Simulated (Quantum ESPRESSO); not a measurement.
# CoPdO2 (R-3m) in Quantum ESPRESSO: equation of state

How stiff is CoPdO2 in PBE, and what volume does it want? The cell is scaled to several volumes.

All numbers are computed with Quantum ESPRESSO 7.5; they aren't measurements. Logs are shortened: lines on timing, memory, paths and dates and some standing lists are left out, and cuts for length are marked.

### 1 The crystal as given

Symmetry: R-3m, No. 166, trigonal system. The conventional cell has a = 2.863 Å, b = 2.863 Å, c = 17.873 Å, α = 90.00°, β = 90.00°, γ = 120.00°. Pd (site symmetry -3m) has 2 O at 2.01 Å as nearest neighbours. Around Co (site symmetry -3m) lie 6 O at 1.92 Å. O (site symmetry 3m) is surrounded by 3 Co at 1.92 Å and 1 Pd at 2.01 Å.

The cell is a database's computed one.

### 2 Single point, PBE, collinear spin, ferromagnetic start, 9.94 Å³/atom

Contents of pw.in:

```
&CONTROL
  calculation = 'scf'
  prefix = 'pwscf'
  outdir = './tmp'
  pseudo_dir = './pseudo'
  tprnfor = .true.
  tstress = .true.
  disk_io = 'nowf'
/
&SYSTEM
  ibrav = 0
  nat = 4
  ntyp = 3
  ecutwfc = 60
  ecutrho = 440
  nbnd = 36
  occupations = 'smearing'
  smearing = 'fd'
  degauss = 0.00367493
  nspin = 2
  starting_magnetization(1) = 0
  starting_magnetization(2) = 0.1176
  starting_magnetization(3) = 0
/
&ELECTRONS
  conv_thr = 8d-10
  electron_maxstep = 120
  mixing_beta = 0.3
/
ATOMIC_SPECIES
Pd   106.4200 Pd_ONCV_PBE-1.0.oncvpsp.upf
Co    58.9332 Co_pbe_v1.2.uspp.F.UPF
O     15.9990 O.pbe-n-kjpaw_psl.0.1.UPF
CELL_PARAMETERS angstrom
   1.4024635453    0.8097127054    5.8361502750
  -1.4024635453    0.8097127054    5.8361502750
   0.0000000000   -1.6194254107    5.8361502750
ATOMIC_POSITIONS crystal
Pd     0.0000000000    0.0000000000    0.0000000000
Co     0.5000000000    0.5000000000    0.5000000000
O      0.1124760000    0.1124760000    0.1124760000
O      0.8875240000    0.8875240000    0.8875240000
K_POINTS automatic
11 11 11 0 0 0
```

Potentials or basis: SSSP 1.3 efficiency PBE.

Started as:

```sh
OMP_NUM_THREADS=1 mpirun -n 2 pw.x -nk 2 -in pw.in > pw.out
```

pw.out:

```text
This program is part of the open-source Quantum ESPRESSO suite
     for quantum simulation of materials; please cite
         "P. Giannozzi et al., J. Phys.:Condens. Matter 21 395502 (2009);
         "P. Giannozzi et al., J. Phys.:Condens. Matter 29 465901 (2017);
         "P. Giannozzi et al., J. Chem. Phys. 152 154105 (2020);
     in publications or presentations arising from this work. More details at

     file O.pbe-n-kjpaw_psl.0.1.UPF: wavefunction(s)  2P renormalized
     Message from routine setup:
     using ibrav=0 with symmetry is DISCOURAGED, use correct ibrav instead

     K-points division:     npool     =       2
     Subspace diagonalization in iterative solution of the eigenvalue problem:
     a serial algorithm will be used

     G-vector sticks info
     --------------------
     sticks:   dense  smooth     PW     G-vecs:    dense   smooth      PW
     Sum        2063    1127    381                41833    16849    3313

     Using Slab Decomposition

     bravais-lattice index     =            0
     lattice parameter (alat)  =      11.4454  a.u.
     unit-cell volume          =     268.3471 (a.u.)^3
     number of atoms/cell      =            4
     number of atomic types    =            3
     number of electrons       =        47.00
     number of Kohn-Sham states=           36
     kinetic-energy cutoff     =      60.0000  Ry
     charge density cutoff     =     440.0000  Ry
     scf convergence threshold =      8.0E-10
     mixing beta               =       0.3000
     number of iterations used =            8  plain     mixing
     Exchange-correlation= SLA  PW   PBX  PBC
                           (   1   4   3   4   0   0   0)

     celldm(1)=  11.445438  celldm(2)=   0.000000  celldm(3)=   0.000000
     celldm(4)=   0.000000  celldm(5)=   0.000000  celldm(6)=   0.000000

     crystal axes: (cart. coord. in units of alat)
               a(1) = (   0.231557   0.133690   0.963591 )
               a(2) = (  -0.231557   0.133690   0.963591 )
               a(3) = (   0.000000  -0.267379   0.963591 )

     reciprocal axes: (cart. coord. in units 2 pi/alat)
               b(1) = (  2.159295  1.246670  0.345928 )
               b(2) = ( -2.159295  1.246670  0.345928 )
               b(3) = (  0.000000 -2.493339  0.345928 )

     PseudoPot. # 1 for Pd read from file:
     Pd_ONCV_PBE-1.0.oncvpsp.upf
     Pseudo is Norm-conserving, Zval = 18.0
     Generated using ONCVPSP code by D. R. Hamann
     Using radial grid of 1410 points,  6 beta functions with:
                l(1) =   0
                l(2) =   0
                l(3) =   1
                l(4) =   1
                l(5) =   2
                l(6) =   2

     PseudoPot. # 2 for Co read from file:
     Co_pbe_v1.2.uspp.F.UPF
     Pseudo is Ultrasoft + core correction, Zval = 17.0
     Generated by new atomic code, or converted to UPF format
     Using radial grid of  863 points,  6 beta functions with:
                l(1) =   0
                l(2) =   0
                l(3) =   1
                l(4) =   1
                l(5) =   2
                l(6) =   2
     Q(r) pseudized with  8 coefficients,  rinner =    1.200   1.200   1.200
                                                       1.200   1.200

     PseudoPot. # 3 for O  read from file:
     O.pbe-n-kjpaw_psl.0.1.UPF
     Pseudo is Projector augmented-wave + core cor, Zval =  6.0
     Generated using "atomic" code by A. Dal Corso  v.5.0.99 svn rev. 10869
     Shape of augmentation charge: BESSEL
     Using radial grid of 1095 points,  4 beta functions with:
                l(1) =   0
                l(2) =   0
                l(3) =   1
                l(4) =   1
     Q(r) pseudized with 0 coefficients

     atomic species   valence    mass     pseudopotential
     Pd               18.00   106.42000     Pd( 1.00)
     Co               17.00    58.93320     Co( 1.00)
     O                 6.00    15.99900     O ( 1.00)

     Starting magnetic structure
     atomic species   magnetization
     Pd              0.000
     Co              0.118
     O               0.000

     12 Sym. Ops., with inversion, found

   Cartesian axes

     site n.     atom                  positions (alat units)
         1        Pd     tau(   1) = (   0.0000000   0.0000000   0.0000000  )
         2        Co     tau(   2) = (   0.0000000   0.0000000   1.4453871  )
         3        O      tau(   3) = (  -0.0000000   0.0000000   0.3251427  )
         4        O      tau(   4) = (  -0.0000000   0.0000000   2.5656315  )

     number of k points=   146  Fermi-Dirac smearing, width (Ry)=  0.0037

     Number of k-points >= 100: set verbosity='high' to print them.

     Dense  grid:    41833 G-vectors     FFT dimensions: (  80,  80,  80)

     Smooth grid:    16849 G-vectors     FFT dimensions: (  60,  60,  60)

     Check: negative core charge=   -0.000016
     Generating pointlists ...
     new r_m :   0.1341 (alat units)  1.5351 (a.u.) for type    1
     new r_m :   0.1278 (alat units)  1.4631 (a.u.) for type    2
     new r_m :   0.1278 (alat units)  1.4631 (a.u.) for type    3

     Initial potential from superposition of free atoms

     starting charge      45.9996, renormalised to      47.0000
     Starting wfcs are   31 randomized atomic wfcs +    5 random wfcs
     Checking if some PAW data can be deallocated...

     Self-consistent Calculation

     iteration #  1     ecut=    60.00 Ry     beta= 0.30
     Davidson diagonalization with overlap
     ethr =  1.00E-02,  avg # of iterations =  4.7

     total energy              =    -632.71143280 Ry
     estimated scf accuracy    <       5.96051335 Ry

     total magnetization       =     1.33 Bohr mag/cell
     absolute magnetization    =     1.88 Bohr mag/cell

     iteration #  2     ecut=    60.00 Ry     beta= 0.30
     Davidson diagonalization with overlap
     ethr =  1.00E-02,  avg # of iterations =  2.6

     total energy              =    -633.28587594 Ry
     estimated scf accuracy    <      25.51671370 Ry

     total magnetization       =     1.94 Bohr mag/cell
     absolute magnetization    =     1.95 Bohr mag/cell

     iteration #  3     ecut=    60.00 Ry     beta= 0.30
     Davidson diagonalization with overlap
     ethr =  1.00E-02,  avg # of iterations =  1.9

     total energy              =    -634.83517916 Ry
     estimated scf accuracy    <       1.08598475 Ry

     total magnetization       =     0.82 Bohr mag/cell
     absolute magnetization    =     0.93 Bohr mag/cell

     iteration #  4     ecut=    60.00 Ry     beta= 0.30
     Davidson diagonalization with overlap
     ethr =  2.31E-03,  avg # of iterations =  1.2

     total energy              =    -634.94300971 Ry
     estimated scf accuracy    <       0.65881972 Ry

     total magnetization       =     1.02 Bohr mag/cell
     absolute magnetization    =     1.18 Bohr mag/cell

     iteration #  5     ecut=    60.00 Ry     beta= 0.30
     Davidson diagonalization with overlap
     ethr =  1.40E-03,  avg # of iterations =  1.1

     total energy              =    -634.95927399 Ry
     estimated scf accuracy    <       0.10680751 Ry

     total magnetization       =     0.43 Bohr mag/cell
     absolute magnetization    =     0.78 Bohr mag/cell

     iteration #  6     ecut=    60.00 Ry     beta= 0.30
     Davidson diagonalization with overlap
     ethr =  2.27E-04,  avg # of iterations =  1.9

     total energy              =    -634.97891741 Ry
     estimated scf accuracy    <       0.08470203 Ry

     total magnetization       =     0.33 Bohr mag/cell
     absolute magnetization    =     0.72 Bohr mag/cell

     iteration #  7     ecut=    60.00 Ry     beta= 0.30
     Davidson diagonalization with overlap
     ethr =  1.80E-04,  avg # of iterations =  1.1

     total energy              =    -634.97892786 Ry
     estimated scf accuracy    <       0.16682828 Ry

     total magnetization       =     0.16 Bohr mag/cell
     absolute magnetization    =     0.42 Bohr mag/cell

     iteration #  8     ecut=    60.00 Ry     beta= 0.30
     Davidson diagonalization with overlap
     ethr =  1.80E-04,  avg # of iterations =  1.0

     total energy              =    -634.98148881 Ry
     estimated scf accuracy    <       0.05042817 Ry

     total magnetization       =    -0.01 Bohr mag/cell
     absolute magnetization    =     0.06 Bohr mag/cell

     iteration #  9     ecut=    60.00 Ry     beta= 0.30
     Davidson diagonalization with overlap
     ethr =  1.07E-04,  avg # of iterations =  1.3

     total energy              =    -634.98461566 Ry
     estimated scf accuracy    <       0.00140931 Ry

     total magnetization       =    -0.00 Bohr mag/cell
     absolute magnetization    =     0.09 Bohr mag/cell

     iteration # 10     ecut=    60.00 Ry     beta= 0.30
     Davidson diagonalization with overlap
     ethr =  3.00E-06,  avg # of iterations =  4.6

     total energy              =    -634.98496566 Ry
     estimated scf accuracy    <       0.00040360 Ry

     total magnetization       =    -0.00 Bohr mag/cell
     absolute magnetization    =     0.04 Bohr mag/cell

     iteration # 11     ecut=    60.00 Ry     beta= 0.30
     Davidson diagonalization with overlap
     ethr =  8.59E-07,  avg # of iterations =  2.1

     total energy              =    -634.98498023 Ry
     estimated scf accuracy    <       0.00024565 Ry

     total magnetization       =    -0.00 Bohr mag/cell
     absolute magnetization    =     0.03 Bohr mag/cell

     iteration # 12     ecut=    60.00 Ry     beta= 0.30
     Davidson diagonalization with overlap
     ethr =  5.23E-07,  avg # of iterations =  1.0

     total energy              =    -634.98500721 Ry
     estimated scf accuracy    <       0.00000762 Ry

     total magnetization       =    -0.00 Bohr mag/cell
     absolute magnetization    =     0.01 Bohr mag/cell

     iteration # 13     ecut=    60.00 Ry     beta= 0.30
     Davidson diagonalization with overlap
     ethr =  1.62E-08,  avg # of iterations =  2.0

     total energy              =    -634.98501026 Ry
     estimated scf accuracy    <       0.00000257 Ry

     total magnetization       =    -0.00 Bohr mag/cell
     absolute magnetization    =     0.01 Bohr mag/cell

     iteration # 14     ecut=    60.00 Ry     beta= 0.30
     Davidson diagonalization with overlap
     ethr =  5.47E-09,  avg # of iterations =  1.2

     total energy              =    -634.98501086 Ry
     estimated scf accuracy    <       0.00000028 Ry

     total magnetization       =    -0.00 Bohr mag/cell
     absolute magnetization    =     0.00 Bohr mag/cell

     iteration # 15     ecut=    60.00 Ry     beta= 0.30
     Davidson diagonalization with overlap
     ethr =  6.05E-10,  avg # of iterations =  2.0

     total energy              =    -634.98501095 Ry
     estimated scf accuracy    <       0.00000018 Ry

     total magnetization       =    -0.00 Bohr mag/cell
     absolute magnetization    =     0.00 Bohr mag/cell

     iteration # 16     ecut=    60.00 Ry     beta= 0.30
     Davidson diagonalization with overlap
     ethr =  3.89E-10,  avg # of iterations =  1.3

     total energy              =    -634.98501098 Ry
     estimated scf accuracy    <       0.00000002 Ry

     total magnetization       =     0.00 Bohr mag/cell
     absolute magnetization    =     0.00 Bohr mag/cell

     iteration # 17     ecut=    60.00 Ry     beta= 0.30
     Davidson diagonalization with overlap
     ethr =  3.91E-11,  avg # of iterations =  1.0

     total energy              =    -634.98501099 Ry
     estimated scf accuracy    <          1.3E-09 Ry

     total magnetization       =     0.00 Bohr mag/cell
     absolute magnetization    =     0.00 Bohr mag/cell

     iteration # 18     ecut=    60.00 Ry     beta= 0.30
     Davidson diagonalization with overlap
     ethr =  2.80E-12,  avg # of iterations =  2.0

     Magnetic moment per site  (integrated on atomic sphere of radius R)
     atom   1 (R=0.134)  charge= 13.7279  magn= -0.0000
     atom   2 (R=0.128)  charge= 14.0497  magn= -0.0000
     atom   3 (R=0.128)  charge=  5.2349  magn= -0.0000
     atom   4 (R=0.128)  charge=  5.2349  magn= -0.0000

     End of self-consistent calculation

     Number of k-points >= 100: set verbosity='high' to print the bands.

     the Fermi energy is    15.5192 ev

!    total energy              =    -634.98501099 Ry
     estimated scf accuracy    <          2.3E-10 Ry
     smearing contrib. (-TS)   =      -0.00015337 Ry
     internal energy E=F+TS    =    -634.98485762 Ry

     The total energy is F=E-TS. E is the sum of the following terms:
     one-electron contribution =    -295.37678371 Ry
     hartree contribution      =     176.46461741 Ry
     xc contribution           =     -72.40141803 Ry
     ewald contribution        =    -424.64383587 Ry
     one-center paw contrib.   =     -19.02743742 Ry

     total magnetization       =     0.00 Bohr mag/cell
     absolute magnetization    =     0.00 Bohr mag/cell

     convergence has been achieved in  18 iterations

     Forces acting on atoms (cartesian axes, Ry/au):

     atom    1 type  1   force =     0.00000000   -0.00000000   -0.00000000
     atom    2 type  2   force =    -0.00000000   -0.00000000    0.00000000
     atom    3 type  3   force =     0.00000000   -0.00000000   -0.00103898
     atom    4 type  3   force =    -0.00000000    0.00000000    0.00103898

     Total force =     0.001469     Total SCF correction =     0.000021

     Computing stress (Cartesian axis) and pressure

          total   stress  (Ry/bohr**3)                   (kbar)     P=      135.83
   0.00081484   0.00000000   0.00000000          119.87        0.00        0.00
  -0.00000000   0.00081484  -0.00000000           -0.00      119.87       -0.00
  -0.00000000  -0.00000000   0.00114043           -0.00       -0.00      167.76

=------------------------------------------------------------------------------=
   JOB DONE.
=------------------------------------------------------------------------------=
```

Run time: 17 min. Hardware: 2 MPI ranks of Arm Neoverse V1, shared host; peak memory 0.8 GiB.

What came out:

* Free energy: -8639.4112 eV
* Pressure: 13.6 GPa
* Largest force: 0.027 eV/Å
* Band gap on the k mesh: none (metal or under the smearing width)
* Net moment: 0.00 μB per cell
* Absolute moment: 0.00 μB per cell
* Valence electrons inside the program's atomic spheres: Pd 13.73; Co 14.05; O 5.23

Caveat: the starting moments collapsed, and a magnetic state may lie lower; semilocal functionals often make such compounds metallic where correlation or magnetic order opens a gap, which also shifts bond lengths.

### 3 Single point, PBE, collinear spin, ferromagnetic start, 10.15 Å³/atom

Edit pw.in of step 2 so:

```diff
@@ -34,5 +34,5 @@
 CELL_PARAMETERS angstrom
-   1.4024635453    0.8097127054    5.8361502750
-  -1.4024635453    0.8097127054    5.8361502750
-   0.0000000000   -1.6194254107    5.8361502750
+   1.4123403745    0.8154150954    5.8772512790
+  -1.4123403745    0.8154150954    5.8772512790
+   0.0000000000   -1.6308301908    5.8772512790
 ATOMIC_POSITIONS crystal
```

Potentials or basis: SSSP 1.3 efficiency PBE.

Started as:

```sh
OMP_NUM_THREADS=1 mpirun -n 2 pw.x -nk 2 -in pw.in > pw.out
```

Run time: 17 min. Hardware: 2 MPI ranks of Arm Neoverse V1, shared host; peak memory 0.8 GiB.

The run converged. Its results:

| Item | Value |
| --- | --- |
| Free energy | -8639.4699 eV |
| Pressure | 8.0 GPa |
| Largest force | 0.050 eV/Å |
| Band gap on the k mesh | none (metal or under the smearing width) |
| Net moment | 0.00 μB per cell |
| Absolute moment | 0.00 μB per cell |
| Valence electrons inside the program's atomic spheres | Pd 13.80; Co 14.08; O 5.25 |

Caveat: the starting moments collapsed, and a magnetic state may lie lower; semilocal functionals often make such compounds metallic where correlation or magnetic order opens a gap, which also shifts bond lengths.

### 4 Single point, PBE, collinear spin, ferromagnetic start, 10.36 Å³/atom

Edit pw.in of step 3 so:

```diff
@@ -34,5 +34,5 @@
 CELL_PARAMETERS angstrom
-   1.4123403745    0.8154150954    5.8772512790
-  -1.4123403745    0.8154150954    5.8772512790
-   0.0000000000   -1.6308301908    5.8772512790
+   1.4220809608    0.8210388255    5.9177853274
+  -1.4220809608    0.8210388255    5.9177853274
+   0.0000000000   -1.6420776510    5.9177853274
 ATOMIC_POSITIONS crystal
```

Started as:

```sh
OMP_NUM_THREADS=1 mpirun -n 2 pw.x -nk 2 -in pw.in > pw.out
```

Run time: 18 min. Hardware: 2 MPI ranks of Arm Neoverse V1, shared host; peak memory 0.82 GiB.

The run converged. Its results:

| Quantity | Value |
| --- | --- |
| Free energy | -8639.5007 eV |
| Pressure | 3.0 GPa |
| Largest force | 0.123 eV/Å |
| Band gap on the k mesh | none (metal or under the smearing width) |
| Net moment | 0.00 μB per cell |
| Absolute moment | 0.00 μB per cell |
| Valence electrons inside the program's atomic spheres | Pd 13.86; Co 14.11; O 5.27 |

Caveat: the starting moments collapsed, and a magnetic state may lie lower; semilocal functionals often make such compounds metallic where correlation or magnetic order opens a gap, which also shifts bond lengths.

### 5 Single point, PBE, collinear spin, ferromagnetic start, 10.58 Å³/atom

Edit pw.in of step 4 so:

```diff
@@ -34,5 +34,5 @@
 CELL_PARAMETERS angstrom
-   1.4220809608    0.8210388255    5.9177853274
-  -1.4220809608    0.8210388255    5.9177853274
-   0.0000000000   -1.6420776510    5.9177853274
+   1.4316899074    0.8265865534    5.9577715763
+  -1.4316899074    0.8265865534    5.9577715763
+   0.0000000000   -1.6531731068    5.9577715763
 ATOMIC_POSITIONS crystal
```

Started as:

```sh
OMP_NUM_THREADS=1 mpirun -n 2 pw.x -nk 2 -in pw.in > pw.out
```

Run time: 17 min. Hardware: 2 MPI ranks of Arm Neoverse V1, shared host; peak memory 0.82 GiB.

The run converged. Its results:

| Property | Result |
| --- | --- |
| Free energy | -8639.5068 eV |
| Pressure | -1.4 GPa |
| Largest force | 0.190 eV/Å |
| Band gap on the k mesh | none (metal or under the smearing width) |
| Net moment | 0.00 μB per cell |
| Absolute moment | 0.00 μB per cell |
| Valence electrons inside the program's atomic spheres | Pd 13.93; Co 14.14; O 5.29 |

Caveat: the starting moments collapsed, and a magnetic state may lie lower; semilocal functionals often make such compounds metallic where correlation or magnetic order opens a gap, which also shifts bond lengths.

(Part 1 of 2 ends here.)
